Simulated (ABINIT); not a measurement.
TePb:

```
Pb Te
1.0
     0.00000    3.23100    3.23100
     3.23100    0.00000    3.23100
     3.23100    3.23100    0.00000
Pb Te
1 1
Direct
  0.00000 0.00000 0.00000
  0.50000 0.50000 0.50000
```

Base run:

| Quantity | Value |
| --- | --- |
| Program | ABINIT 10.8.3 (patched build) |
| Functional | revPBE |
| Potentials or basis | JTH PAW PBE v2.0 |
| Cutoff | 707 eV |
| k mesh | 7 × 7 × 7 |
| Occupations | fermi-dirac, width 0.05 eV |
| Spin | no spin polarisation |

Its results: pressure 3.0 GPa.

Task: After a change of settings the same cell gave: pressure 1.8 GPa. Which change was it?
A. functional from revPBE to SCAN
B. functional from revPBE to PBEsol
C. functional from revPBE to PW91
D. functional from revPBE to AM05

Result: C.

PW91 binds more tightly than revPBE, so the same cell stands under less pressure.

Caveats: the PAW data sets were made with another functional, which shifts forces and pressure a little.
